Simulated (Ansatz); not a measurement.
Molecular dynamics on a 1×1×1 supercell (4 atoms) of CSi (ordering on diamond), relaxed with r2SCAN. Forces come from r2SCAN in Ansatz 0.2.0: Langevin thermostat and barostat (NPT), 1000 K, steps of 1.5 fs. Computed, non-magnetic; the trajectory is short and the cell small, so nothing here is a converged average. The structure comes from a prototype and may be hypothetical.

```yaml
crystal:
  lattice:
    - [1.2669330388, 0.731464131, 7.1782539203]
    - [-1.2669330388, 0.731464131, 7.1782539203]
    - [0.0, -1.4629282619, 7.1782539203]
  atoms:
    - { symbol: C, position: [0.1767202019, 0.1767202019, 0.1767202019] }
    - { symbol: Si, position: [0.7286037273, 0.7286037273, 0.7286037273] }
    - { symbol: C, position: [0.8232797981, 0.8232797981, 0.8232797981] }
    - { symbol: Si, position: [0.2713962727, 0.2713962727, 0.2713962727] }
kpoints:
  mp_grid: { grid: [6, 6, 6] }
hamiltonian:
  xc: r2scan
scf:
  occupations: { method: fermi_dirac, width: 0.086 }
md:
  ensemble: npt_langevin
  temperature: 1000
  timestep: 1.5
  n_steps: 40
  initial_velocities: maxwell_boltzmann
  seed: 6183
```

Run as `ansatz run input.yaml --threads 4 --pin off --max-ram 3686MiB --backend cpu --events-out ev --progress --plain --runs-dir out`. It took 120 s on 4 threads of Arm Neoverse V2, on a shared host, load about 0.2 per core; peak host memory 0.59 GiB.

```tsv
step	t (fs)	T (K)	free energy F from step 0 (meV/atom)	kinetic energy (meV/atom)	pressure (GPa)	volume (Å³/atom)	largest force (eV/Å)
0	0	750	0.0	96.9	1.84	9.98	0.12
1	1.5	766	2.1	99.1	1.77	9.98	0.71
2	3	771	7.0	99.6	1.83	9.98	1.31
3	4.5	720	12.6	93.1	1.89	9.99	1.74
4	6	851	17.3	110.0	2.22	9.99	1.99
5	7.5	765	20.2	98.8	2.16	10.00	2.05
6	9	867	20.3	112.0	2.19	10.01	1.84
7	10.5	817	18.4	105.6	1.86	10.03	1.39
8	12	816	18.3	105.4	1.62	10.04	0.96
9	13.5	709	22.0	91.6	1.40	10.06	0.87
10	15	660	28.3	85.3	1.41	10.06	1.15
11	16.5	663	36.4	85.7	1.61	10.07	1.63
12	18	576	43.3	74.4	1.59	10.08	1.88
13	19.5	514	46.7	66.4	1.47	10.09	1.83
14	21	551	48.7	71.2	1.41	10.11	1.63
15	22.5	475	50.1	61.3	1.19	10.12	1.31
16	24	513	52.0	66.3	1.27	10.13	1.02
17	25.5	461	54.9	59.6	1.22	10.13	1.03
18	27	421	58.4	54.4	1.17	10.14	1.16
19	28.5	525	63.1	67.8	1.40	10.14	1.41
20	30	526	67.7	68.0	1.48	10.14	1.58
21	31.5	621	70.9	80.2	1.64	10.14	1.61
22	33	683	73.7	88.3	1.62	10.14	1.57
23	34.5	794	74.9	102.7	1.50	10.15	1.38
24	36	733	75.4	94.8	1.01	10.16	1.07
25	37.5	666	76.9	86.0	0.48	10.17	1.05
26	39	591	78.5	76.4	0.03	10.17	1.09
27	40.5	585	79.9	75.6	-0.26	10.17	1.12
28	42	584	80.9	75.5	-0.49	10.18	1.14
29	43.5	538	81.1	69.6	-0.71	10.18	1.16
30	45	527	81.4	68.1	-0.79	10.18	1.16
31	46.5	677	82.1	87.5	-0.66	10.18	1.16
32	48	651	82.6	84.2	-0.72	10.18	1.15
33	49.5	704	81.9	91.0	-0.61	10.18	1.19
34	51	724	79.4	93.6	-0.60	10.18	1.13
35	52.5	647	76.4	83.6	-0.93	10.19	1.11
36	54	528	72.6	68.3	-1.41	10.20	1.07
37	55.5	514	69.2	66.5	-1.64	10.21	1.03
38	57	532	66.4	68.8	-1.74	10.21	0.99
39	58.5	544	63.6	70.3	-1.84	10.21	0.95
40	60	515	61.0	66.6	-2.01	10.21	0.91
```

The temperature starts at 750 K, is lowest at step 18 (421 K, 27 fs) and ends at 515 K. The thermostat hasn't had time to restore it. The atoms start on their lattice sites with kinetic energy alone, so much of it first passes into potential energy. The first value is 3/4 of the setting, since velocities are drawn without the motion of the centre of mass and T is counted over all atoms.

Positions (Å) and forces (eV/Å) at step 40:
```
cell (Å): 1.277 0.737 7.233; -1.277 0.737 7.233; 0.000 -1.474 7.233
C    0.087  -0.228   3.992    -0.003   0.272   0.281
Si  -0.007   0.218  15.997    -0.026  -0.850  -0.317
C    0.078  -0.221  18.070     0.175   0.310   0.006
Si   0.252  -0.364   6.102    -0.146   0.268   0.029
```
